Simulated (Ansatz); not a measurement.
Input and command of a plane-wave DFT calculation in Ansatz:

```yaml
crystal:
  lattice:
    - [0.0, 2.3055703484, 1.9597347961]
    - [2.3055703484, 0.0, 1.9597347961]
    - [2.3055703484, 2.3055703484, 0.0]
  atoms:
    - { symbol: Al, position: [0.0, 0.0, 0.0] }
    - { symbol: "N", position: [0.75, 0.75, 0.75] }
basis:
  ecutwfc: 420
kpoints:
  mp_grid: { grid: [10, 10, 10] }
hamiltonian:
  xc: lda
scf:
  occupations: { method: gaussian, width: 0.05 }
output:
  forces: true
  stress: true
  eigenvalues: true
  write_density: true
  write_potential: true
  elf: true
  volumetric_format: npy
```

```bash
ansatz run input.yaml --threads 1 --pin off --max-ram 2560MiB --backend cpu --events-out ev --progress --plain --runs-dir out
```

Processor: Arm Neoverse V2, 1 thread, on a host shared with other jobs.

Question: How long does it run, and how much memory does it take?

Answer: About 2.2 s on 1 thread of Arm Neoverse V2, with other jobs on the host, peak memory 0.28 GiB. It solves 8 bands at 102 k points (the mesh reduced by the symmetry that the task leaves, which can be less than the crystal's) with about 395 plane waves, in 6 SCF iterations.
